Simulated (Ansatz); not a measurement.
Runs of Ansatz 0.2.0 on TaN. The structure is hexagonal, space group P6_3/mmc (No. 194). The conventional cell has a = 2.922 Å, b = 2.922 Å, c = 5.917 Å, α = 90.00°, β = 90.00°, γ = 120.00°. Ta (site symmetry -3m) has 6 N at 2.24 Å as nearest neighbours. Around N (site symmetry -6m2) lie 6 Ta at 2.24 Å. The cell comes from a database or a generator and needn't be the stable form of this composition.

| task | level | spin | cell | k mesh | smearing | points for each segment of the path | gap on the mesh (eV) | pressure (GPa) | relaxed volume (Å³/atom) |
| --- | --- | --- | --- | --- | --- | --- | --- | --- | --- |
| band structure | PBE | SOC, no magnetisation | as given | 7 × 7 × 4 | fermi-dirac 0.05 eV | 14 | none | (a) | - |
| relaxation of cell and atoms | PBE | off | relaxed | 10 × 10 × 5 | fermi-dirac 0.05 eV | - | none | 0.0 | 10.90 |
| band structure | PBE | off | as given | 10 × 10 × 5 | fermi-dirac 0.05 eV | 14 | none | -1.0 | - |
| relaxation of cell and atoms | LDA | off | relaxed | 10 × 10 × 5 | fermi-dirac 0.05 eV | - | none | 0.0 | 10.40 |
| single point | PBE | off | as given | 10 × 10 × 5 | gaussian 0.011 eV | - | none | (b) | - |

Alike in all rows: potentials or basis Ansatz PAW; cutoff (eV) 420.

Q: Fill in the values left out.

A: (a) -1.3; (b) -1.1.

Caveats: the plane-wave basis is chosen anew once the cell has moved, so the energies of steps on either side of that aren't comparable (some runs); spin-orbit coupling is left out, which moves the levels of the heavy elements (some runs); the PAW data sets come from PBE, with cores solved anew for the run's functional, which leaves a small shift of forces and pressure (some runs).

A k mesh can miss the band edges, and rows without SOC leave out spin-orbit coupling on Ta.

A gap of «none» marks a metal or a gap under the smearing width.
